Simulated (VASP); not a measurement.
# Native point defects of ZnAu, part 3 of 6

Wanted: a map of the native defects of ZnAu, all in one supercell and at one level. The start is a cell from a database of measured crystal structures.

VASP 6.6.1, plane waves and PAW; the level of theory is named at each step.

Still holding for the runs below: The k-mesh is coarse for a metal.

So far. Step 2 (The host at zero pressure): The run ended after 3 ionic steps, 0.006 eV below its first step, once forces and stress met EDIFFG = -0.02. Step 3 (The perfect supercell): The host is treated as a metal, as its relaxation found a gap under 0.3 eV or none, and only the neutral defect is run.

## Step 4: Reference Au

This step: PBEsol; plane waves and PAW (Au) (VASP 6.6.1).

System of this step: Au. It takes space group Fm-3m (No. 225, cubic). Conventional cell: a = 4.080 Å, b = 4.080 Å, c = 4.080 Å, α = 90.00°, β = 90.00°, γ = 90.00°. Nearest to Au lie 12 Au at 2.88 Å.

The reference for Au is its crystal, relaxed at the cutoff of the large cell.

The input, INCAR:

```
SYSTEM = Au
PREC = Normal
ENCUT = 300
EDIFF = 1E-05
NELM = 120
ISMEAR = 1
SIGMA = 0.1
LREAL = Auto
ALGO = Fast
GGA = PS
NBANDS = 11
LASPH = .TRUE.
LORBIT = 11
LWAVE = .FALSE.
LCHARG = .FALSE.
KPAR = 8
IBRION = 2
NSW = 25
ISIF = 3
EDIFFG = -0.02
POTIM = 0.4
```

The input, POSCAR:

```
Au
1.0
    0.0000000000      2.0400000000      2.0400000000
    2.0400000000      0.0000000000      2.0400000000
    2.0400000000      2.0400000000      0.0000000000
Au
1
Direct
    0.0000000000      0.0000000000      0.0000000000
```

The input, KPOINTS:

```
Automatic mesh
0
Gamma
11 11 11
0 0 0
```

PAW data sets: Au (PBE family, release 64).

Command:

```sh
$ mpirun -np 8 vasp_std
```

What it wrote:

```text
[banner, memory and clock lines left out]
running    8 mpi-ranks, on    1 nodes
 distrk:  each k-point on    1 cores,    8 groups
 distr:  one band on    1 cores,    1 groups

 POSCAR found type information on POSCAR Au
 POSCAR found :  1 types and       1 ions
 [... a notice as in an earlier step ...]

|                                                                             |
|               ----> ADVICE to this user running VASP <----                  |
|                                                                             |
|     You have a (more or less) 'small supercell' and for smaller cells       |
|     it is recommended to use the reciprocal-space projection scheme!        |
|     The real-space optimization is not efficient for small cells and it     |
|     is also less accurate ...                                               |
|     Therefore, set LREAL=.FALSE. in the INCAR file.                         |
|                                                                             |

 [... a notice as in an earlier step ...]

 LDA part: xc-table for (Slater+PW92), standard interpolation
 POSCAR, INCAR and KPOINTS ok, starting setup
 FFT: planning ... GRIDC
 FFT: planning ... GRID_SOFT
 FFT: planning ... GRID
 WAVECAR not read
 entering main loop
       N       E                     dE             d eps       ncg     rms          rms(c)
DAV:   1     0.242057595297E+02    0.24206E+02   -0.40921E+03  1536   0.542E+02
DAV:   2    -0.403453267915E+01   -0.28240E+02   -0.26725E+02  1391   0.135E+02
DAV:   3    -0.427253066197E+01   -0.23800E+00   -0.23793E+00  1414   0.119E+01
DAV:   4    -0.427324120519E+01   -0.71054E-03   -0.71053E-03  1355   0.758E-01
DAV:   5    -0.427324621231E+01   -0.50071E-05   -0.50066E-05  1415   0.603E-02    0.964E+00
RMM:   6    -0.396362448831E+01    0.30962E+00   -0.41501E-01  1232   0.568E+00    0.597E+00
RMM:   7    -0.394194564861E+01    0.21679E-01   -0.42569E-02  1232   0.202E+00    0.290E+00
RMM:   8    -0.393899966034E+01    0.29460E-02   -0.33112E-03  1232   0.502E-01    0.339E-01
RMM:   9    -0.393899626458E+01    0.33958E-05   -0.36704E-04  1231   0.158E-01    0.107E-01
RMM:  10    -0.393899829245E+01   -0.20279E-05   -0.59557E-05  1061   0.567E-02
   1 F= -.39389983E+01 E0= -.39391811E+01  d E =-.393900E+01
 curvature:   0.00 expect dE= 0.000E+00 dE for cont linesearch  0.000E+00
 trial: gam= 0.00000 g(F)=  0.751E-63 g(S)=  0.538E-03 ort = 0.000E+00 (trialstep = 0.100E+01)
 search vector abs. value=  0.538E-03
 bond charge predicted
       N       E                     dE             d eps       ncg     rms          rms(c)
DAV:   1    -0.394669567739E+01   -0.76994E-02   -0.14144E-01  1286   0.364E+00    0.517E-01
RMM:   2    -0.393941210588E+01    0.72836E-02   -0.96258E-03  1232   0.841E-01    0.208E-01
RMM:   3    -0.393910172016E+01    0.31039E-03   -0.79131E-04  1232   0.270E-01    0.155E-01
RMM:   4    -0.393911311819E+01   -0.11398E-04   -0.91981E-05  1221   0.785E-02    0.157E-02
RMM:   5    -0.393911259439E+01    0.52379E-06   -0.15868E-05   950   0.312E-02
   2 F= -.39391126E+01 E0= -.39393126E+01  d E =-.114302E-03
 trial-energy change:   -0.000114  1 .order   -0.000047   -0.000538    0.000445
 step:   0.6423(harm=  0.5473)  dis= 0.00000  next Energy=    -3.939189 (dE=-0.191E-03)
 bond charge predicted
       N       E                     dE             d eps       ncg     rms          rms(c)
DAV:   1    -0.394018674815E+01   -0.10736E-02   -0.18100E-02  1358   0.130E+00    0.189E-01
RMM:   2    -0.393924462982E+01    0.94212E-03   -0.12518E-03  1232   0.304E-01    0.769E-02
RMM:   3    -0.393919882474E+01    0.45805E-04   -0.10413E-04  1220   0.979E-02    0.571E-02
RMM:   4    -0.393919579709E+01    0.30277E-05   -0.11343E-05   909   0.278E-02
   3 F= -.39391958E+01 E0= -.39393901E+01  d E =-.197505E-03
 curvature:  -0.26 expect dE=-0.779E-05 dE for cont linesearch -0.779E-05
 trial: gam= 0.00000 g(F)=  0.709E-64 g(S)=  0.298E-04 ort =-0.127E-03 (trialstep = 0.928E+00)
 search vector abs. value=  0.298E-04
 reached required accuracy - stopping structural energy minimisation
```

The job ended after 5 s (8 MPI ranks of AMD EPYC 7R43, shared host; peak memory 0.57 GiB; 24 s of CPU time).

From OUTCAR (step 4):

```text
  LATTYP: Found a face centered cubic cell.
 ALAT       =     4.0800000000

The static configuration has the point symmetry O_h .

 Found     56 irreducible k-points:

   k-points           NKPTS =     56   k-points in BZ     NKDIM =     56   number of bands    NBANDS=     11

   dimension x,y,z NGX =    12 NGY =   12 NGZ =   12
   dimension x,y,z NGXF=    24 NGYF=   24 NGZF=   24

   ENCUT  =  300.0 eV  22.05 Ry    4.70 a.u.   4.07  4.07  4.07*2*pi/ulx,y,z

   NELECT =      11.0000    total number of electrons

 E-fermi :   9.3856

 k-point     1 :       0.0000    0.0000    0.0000
  band No.  band energies     occupation
    ...
      2       4.7095      2.00000
      3       4.7095      2.00000
      4       4.7095      2.00000
      5       6.2616      2.00000
      6       6.2616      2.00000
      7      23.9163      0.00000
      8      27.9558      0.00000
      9      27.9558      0.00000
     10      27.9558      0.00000
     11      32.8543      0.00000

 k-point     2 :       0.0909    0.0000    0.0000
  band No.  band energies     occupation
    ...
      2       4.6171      2.00000
      3       4.8062      2.00000
      4       4.8063      2.00000
      5       6.2203      2.00000
      6       6.2203      2.00000
      7      24.2409      0.00000
      8      26.3270      0.00000
      9      28.3010      0.00000
     10      28.3010      0.00000
     11      33.6809      0.00000

  Total        0.0160406      0.0160406      0.0160406     -0.0000000      0.0000000     -0.0000000
  in kB        1.5212972      1.5212972      1.5212972     -0.0000000      0.0000000     -0.0000000
  external PRESSURE =       1.5212972 kB  Pullay stress =       0.0000000 kB

  energy-cutoff  :      300.00
  volume of cell :       16.89
      direct lattice vectors                 reciprocal lattice vectors
    -0.000000000  2.036552010  2.036552010    -0.245513003  0.245513003  0.245513003
     2.036552010  0.000000000  2.036552010     0.245513003 -0.245513003  0.245513003
     2.036552010  2.036552010  0.000000000     0.245513003  0.245513003 -0.245513003

 POSITION                                       TOTAL-FORCE (eV/Angst)
 -----------------------------------------------------------------------------------
      0.00000      0.00000      0.00000        -0.000000     -0.000000     -0.000000
 -----------------------------------------------------------------------------------
    total drift:                               -0.000000     -0.000000     -0.000000

  FREE ENERGIE OF THE ION-ELECTRON SYSTEM (eV)
  ---------------------------------------------------
  free  energy   TOTEN  =        -3.9391957971 eV

  energy  without entropy=       -3.9397786175  energy(sigma->0) =       -3.93939007

 total charge
# of ion       s       p       d       tot
------------------------------------------
    1        0.540   0.365   8.744   9.649

[... 2 parts as in an earlier step ...]

[... 7 further parts left out ...]
```

The steps of the relaxation:

| step | energy less that of the first step (eV) | largest force (eV/Å) | pressure (GPa) | volume (Å³) |
| --- | --- | --- | --- | --- |
| 1 | 0.0000 | 0.0000 | -0.64 | 16.98 |
| 2 | -0.0001 | 0.0000 | 0.54 | 16.85 |
| 3 | -0.0002 | 0.0000 | 0.15 | 16.89 |

| conventional cell, symmetrised | before | after | change |
| --- | --- | --- | --- |
| a (Å) | 4.080 | 4.073 | -0.2 % |
| b (Å) | 4.080 | 4.073 | -0.2 % |
| c (Å) | 4.080 | 4.073 | -0.2 % |
| volume (Å³/atom) | 16.98 | 16.89 | -0.5 % |

Final coordinates:

```cif
data_structure
_symmetry_space_group_name_H-M 'P 1'
_symmetry_Int_Tables_number 1
_cell_length_a 2.8801
_cell_length_b 2.8801
_cell_length_c 2.8801
_cell_angle_alpha 60.000
_cell_angle_beta 60.000
_cell_angle_gamma 60.000
_cell_volume 16.89
loop_
_atom_site_label
_atom_site_type_symbol
_atom_site_fract_x
_atom_site_fract_y
_atom_site_fract_z
_atom_site_occupancy
Au1 Au 0.00000 0.00000 0.00000 1
```

This step gave:

| Property | Result |
| --- | --- |
| electronic cycles | 19 |
| electrons | 11 |
| free energy (TOTEN) | -3.939 eV |
| energy at zero smearing | -3.939 eV |
| Fermi energy | 9.386 eV |

The run ended after 3 ionic steps, 0.000 eV below its first step, once forces and stress met EDIFFG = -0.02.

Energy at zero smearing: -3.93939 eV.

## Step 5: Reference Zn

This step: PBEsol; plane waves and PAW (Zn) (VASP 6.6.1).

System of this step: Zn. Symmetry: P6_3/mmc, No. 194, hexagonal system. Conventional cell: a = 2.660 Å, b = 2.660 Å, c = 4.937 Å, α = 90.00°, β = 90.00°, γ = 120.00°. Nearest to Zn lie 12 Zn at 2.66 to 2.91 Å.

The reference for Zn is its crystal, relaxed at the cutoff of the large cell.

INCAR, as its differences from that of step 4:

```diff
@@ -1,2 +1,2 @@
-SYSTEM = Au
+SYSTEM = Zn
 PREC = Normal
@@ -10,4 +10,3 @@
 GGA = PS
-NBANDS = 11
-LASPH = .TRUE.
+NBANDS = 18
 LORBIT = 11
```

The input, POSCAR:

```
Zn
1.0
    2.6600000000      0.0000000000      0.0000000000
   -1.3300000000      2.3036275741      0.0000000000
    0.0000000000      0.0000000000      4.9369600000
Zn
2
Direct
    0.0000000000      0.0000000000      0.0000000000
    0.3333333333      0.6666666667      0.5000000000
```

The input, KPOINTS:

```
Automatic mesh
0
Gamma
11 11 6
0 0 0
```

PAW data sets: Zn (PBE family, release 64).

Command:

```sh
$ mpirun -np 8 vasp_std
```

What it wrote:

```text
[banner, memory and clock lines left out]
running    8 mpi-ranks, on    1 nodes
 distrk:  each k-point on    1 cores,    8 groups
 distr:  one band on    1 cores,    1 groups

 POSCAR found type information on POSCAR Zn
 POSCAR found :  1 types and       2 ions
 [... a notice as in an earlier step ...]

 [... a notice as in an earlier step ...]

 [... a notice as in an earlier step ...]

 LDA part: xc-table for (Slater+PW92), standard interpolation
 POSCAR, INCAR and KPOINTS ok, starting setup
 FFT: planning ... GRIDC
 FFT: planning ... GRID_SOFT
 FFT: planning ... GRID
 WAVECAR not read
 entering main loop
       N       E                     dE             d eps       ncg     rms          rms(c)
DAV:   1     0.848634045938E+02    0.84863E+02   -0.91310E+03  2360   0.147E+03
DAV:   2    -0.531987537901E+00   -0.85395E+02   -0.83662E+02  2330   0.240E+02
DAV:   3    -0.340205553315E+01   -0.28701E+01   -0.28627E+01  2586   0.520E+01
DAV:   4    -0.341342678917E+01   -0.11371E-01   -0.11370E-01  2584   0.338E+00
DAV:   5    -0.341344018033E+01   -0.13391E-04   -0.13391E-04  2496   0.100E-01    0.417E+00
RMM:   6    -0.315013531882E+01    0.26330E+00   -0.10561E+00  2304   0.122E+01    0.312E+00
RMM:   7    -0.313744615044E+01    0.12689E-01   -0.29586E-02  2304   0.241E+00    0.158E+00
RMM:   8    -0.312982266210E+01    0.76235E-02   -0.55170E-03  2304   0.563E-01    0.117E-01
RMM:   9    -0.312974227850E+01    0.80384E-04   -0.15639E-03  2304   0.549E-01    0.861E-02
RMM:  10    -0.312970992217E+01    0.32356E-04   -0.14634E-04  2287   0.122E-01    0.420E-03
RMM:  11    -0.312971076109E+01   -0.83892E-06   -0.97523E-06  1374   0.270E-02
   1 F= -.31297108E+01 E0= -.31297347E+01  d E =-.312971E+01
 curvature:   0.00 expect dE= 0.000E+00 dE for cont linesearch  0.000E+00
 trial: gam= 0.00000 g(F)=  0.845E-48 g(S)=  0.497E-01 ort = 0.000E+00 (trialstep = 0.100E+01)
 search vector abs. value=  0.497E-01
 bond charge predicted
       N       E                     dE             d eps       ncg     rms          rms(c)
DAV:   1    -0.427291619902E+01   -0.11432E+01   -0.99911E+00  2448   0.562E+01    0.765E+00
RMM:   2    -0.328507545936E+01    0.98784E+00   -0.37056E+00  2305   0.245E+01    0.232E+00
RMM:   3    -0.319841547476E+01    0.86660E-01   -0.17390E-01  2304   0.556E+00    0.139E+00
RMM:   4    -0.315726872750E+01    0.41147E-01   -0.14273E-02  2304   0.889E-01    0.117E-01
RMM:   5    -0.315693603387E+01    0.33269E-03   -0.19238E-03  2304   0.587E-01    0.713E-02
RMM:   6    -0.315695424058E+01   -0.18207E-04   -0.24903E-04  2300   0.145E-01    0.176E-02
RMM:   7    -0.315695295259E+01    0.12880E-05   -0.36801E-05  1826   0.754E-02
   2 F= -.31569530E+01 E0= -.31569320E+01  d E =-.272422E-01
[... from here on, the cycles between the ionic steps are left out ...]
   3 F= -.31573104E+01 E0= -.31572565E+01  d E =-.275997E-01
   4 F= -.31557830E+01 E0= -.31556628E+01  d E =-.260722E-01
   5 F= -.31570380E+01 E0= -.31569551E+01  d E =-.273273E-01
   6 F= -.31572158E+01 E0= -.31571444E+01  d E =-.275050E-01
   7 F= -.31572883E+01 E0= -.31572256E+01  d E =-.275775E-01
   8 F= -.31618974E+01 E0= -.31618227E+01  d E =-.460913E-02
   9 F= -.31671124E+01 E0= -.31670006E+01  d E =-.982414E-02
  10 F= -.31698959E+01 E0= -.31697101E+01  d E =-.126076E-01
  11 F= -.31785181E+01 E0= -.31784434E+01  d E =-.212299E-01
  12 F= -.31770152E+01 E0= -.31767242E+01  d E =-.197270E-01
  13 F= -.31832723E+01 E0= -.31831131E+01  d E =-.259840E-01
  14 F= -.31810621E+01 E0= -.31808577E+01  d E =0.221018E-02
  15 F= -.31852614E+01 E0= -.31850929E+01  d E =-.198905E-02
  16 F= -.31851781E+01 E0= -.31850077E+01  d E =-.190576E-02
  17 F= -.31852142E+01 E0= -.31850447E+01  d E =-.194191E-02
  18 F= -.31852459E+01 E0= -.31850770E+01  d E =-.197354E-02
  19 F= -.31852378E+01 E0= -.31850685E+01  d E =-.196549E-02
  20 F= -.31852541E+01 E0= -.31850732E+01  d E =-.162760E-04
  21 F= -.31854216E+01 E0= -.31852425E+01  d E =-.183839E-03
 curvature:  -0.66 expect dE=-0.367E-03 dE for cont linesearch -0.196E-03
 ZBRENT: interpolating
 opt :   0.6084  next Energy=    -3.185320 (dE=-0.819E-04)
 bond charge predicted
       N       E                     dE             d eps       ncg     rms          rms(c)
DAV:   1    -0.318636753156E+01   -0.94522E-03   -0.11972E-02  2540   0.171E+00    0.224E-01
RMM:   2    -0.318551922752E+01    0.84830E-03   -0.25397E-03  2304   0.605E-01    0.884E-02
RMM:   3    -0.318540520857E+01    0.11402E-03   -0.11412E-04  2304   0.124E-01    0.501E-02
RMM:   4    -0.318535204359E+01    0.53165E-04   -0.44796E-05  2044   0.568E-02    0.715E-03
RMM:   5    -0.318535188592E+01    0.15768E-06   -0.10193E-05  1378   0.416E-02
  22 F= -.31853519E+01 E0= -.31851769E+01  d E =-.114081E-03
 curvature:  -0.28 expect dE=-0.605E-05 dE for cont linesearch -0.437E-06
 trial: gam= 0.00000 g(F)=  0.346E-44 g(S)=  0.220E-04 ort =-0.203E-04 (trialstep = 0.213E+01)
 search vector abs. value=  0.220E-04
 reached required accuracy - stopping structural energy minimisation
```

Wall time 23 s (8 MPI ranks); peak memory 0.72 GiB.

Parts of OUTCAR (step 5):

```text
   k-points           NKPTS =     64   k-points in BZ     NKDIM =     64   number of bands    NBANDS=     18

   ENCUT  =  300.0 eV  22.05 Ry    4.70 a.u.   3.76  3.76  6.97*2*pi/ulx,y,z

   NELECT =      24.0000    total number of electrons

 E-fermi :   3.7089

 k-point     1 :       0.0000    0.0000    0.0000
  band No.  band energies     occupation
    ...
      9      -3.9649      2.00000
     10      -3.5528      2.00000
     11      -3.5528      2.00000
     12       0.1776      2.00000
     13       2.1679      2.00000
     14      19.6779      0.00000
     15      19.6780      0.00000
     16      21.6320      0.00000
     17      21.7264      0.00000
     18      22.6010      0.00000

  Total       -0.0232191     -0.0232191     -0.0078314     -0.0000000      0.0000000      0.0000000
  in kB       -1.3356001     -1.3356001     -0.4504757     -0.0000000      0.0000000      0.0000000
  external PRESSURE =      -1.0405586 kB  Pullay stress =       0.0000000 kB

 POSITION                                       TOTAL-FORCE (eV/Angst)
 -----------------------------------------------------------------------------------
      0.00000      0.00000      0.00000        -0.000000      0.000000     -0.000000
     -0.00000      1.55400      2.21970         0.000000     -0.000000      0.000000
 -----------------------------------------------------------------------------------
    total drift:                                0.000000     -0.000000     -0.000000

  FREE ENERGIE OF THE ION-ELECTRON SYSTEM (eV)
  ---------------------------------------------------
  free  energy   TOTEN  =        -3.1853518859 eV

  energy  without entropy=       -3.1848268857  energy(sigma->0) =       -3.18517689

[... 1 part as in an earlier step ...]

[... 15 further parts left out ...]
```

CONTCAR:

```
Zn
   1.00000000000000
     2.6916107461281027   -0.0000000000000000   -0.0000000000000000
    -1.3458053730640513    2.3310032832805425    0.0000000000000000
    -0.0000000000000000   -0.0000000000000000    4.4393951319467284
  Zn
     2
Direct
     0.0000000000000000    0.0000000000000000    0.0000000000000000
     0.3333333332999970    0.6666666667000030    0.5000000000000000
```

The run keeps the 24 symmetry operations of its start, so it cannot find a distortion of lower symmetry.

Relaxation path:

| step | energy less that of the first step (eV) | largest force (eV/Å) | pressure (GPa) | volume (Å³) |
| --- | --- | --- | --- | --- |
| 1 | 0.0000 | 0.0000 | -4.89 | 30.25 |
| 2 | -0.0272 | 0.0000 | -0.46 | 28.66 |
| 3 | -0.0276 | 0.0000 | -0.53 | 28.47 |
| 4 | -0.0261 | 0.0000 | 1.03 | 28.07 |
| 5 | -0.0273 | 0.0000 | 0.57 | 28.30 |
| 6 | -0.0275 | 0.0000 | 0.72 | 28.37 |
| 7 | -0.0276 | 0.0000 | 0.49 | 28.42 |
| 8 | -0.0322 | 0.0000 | 0.11 | 28.33 |
| 9 | -0.0374 | 0.0000 | 0.20 | 28.20 |
| 10 | -0.0402 | 0.0000 | 0.11 | 27.93 |
| 11 | -0.0488 | 0.0000 | 2.63 | 27.31 |
| 12 | -0.0473 | 0.0000 | 1.44 | 27.72 |
| 13 | -0.0536 | 0.0000 | 1.27 | 27.51 |
| 14 | -0.0514 | 0.0000 | -1.13 | 28.47 |
| 15 | -0.0556 | 0.0000 | -0.08 | 27.83 |
| 16 | -0.0555 | 0.0000 | 0.21 | 27.79 |
| 17 | -0.0555 | 0.0000 | 0.46 | 27.80 |
| 18 | -0.0555 | 0.0000 | 0.07 | 27.82 |
| 19 | -0.0555 | 0.0000 | 0.39 | 27.81 |
| 20 | -0.0555 | 0.0000 | -0.07 | 27.98 |
| 21 | -0.0557 | 0.0000 | -0.56 | 27.89 |
| 22 | -0.0556 | 0.0000 | -0.10 | 27.85 |

| conventional cell, symmetrised | before | after | change |
| --- | --- | --- | --- |
| a (Å) | 2.660 | 2.692 | +1.2 % |
| b (Å) | 2.660 | 2.692 | +1.2 % |
| c (Å) | 4.937 | 4.439 | -10.1 % |
| volume (Å³/atom) | 15.13 | 13.93 | -7.9 % |

The relaxed structure:

```cif
data_structure
_symmetry_space_group_name_H-M 'P 1'
_symmetry_Int_Tables_number 1
_cell_length_a 2.6916
_cell_length_b 2.6916
_cell_length_c 4.4394
_cell_angle_alpha 90.000
_cell_angle_beta 90.000
_cell_angle_gamma 120.000
_cell_volume 27.85
loop_
_atom_site_label
_atom_site_type_symbol
_atom_site_fract_x
_atom_site_fract_y
_atom_site_fract_z
_atom_site_occupancy
Zn1 Zn 0.00000 0.00000 0.00000 1
Zn2 Zn 0.33333 0.66667 0.50000 1
```

Numbers from this step:

```
electronic cycles       : 131
electrons               : 24
free energy (TOTEN)     : -3.185 eV
energy at zero smearing : -3.185 eV
Fermi energy            : 3.709 eV
```

The run ended after 22 ionic steps, 0.056 eV below its first step, once forces and stress met EDIFFG = -0.02.

The edges of the cell as typed change unequally, by -10.1 to +1.2 %. In a metal that hangs on the k mesh, which was not refined here; the energy is less touched by it than the shape.

Energy at zero smearing: -3.18518 eV.

(Continued in part 4 of 6.)

[Lines on the potential files, build, host, timing and source positions are cut from VASP's logs without a mark.]

[Logs are printed without paths, hosts, clocks, repeated set-up lines and the standing remarks that a program may print on its own settings, such as how far it seeks lower states.]

[Hosts, paths, dates, database ids (printed as entryN), source tags and the programs' standing remarks are cut or masked in the printed files.]

[In band tables of VASP the shares of atoms and orbitals are scaled to a sum of 1 inside the atoms' spheres.]

[Runs that stopped without an error message from VASP are left out.]
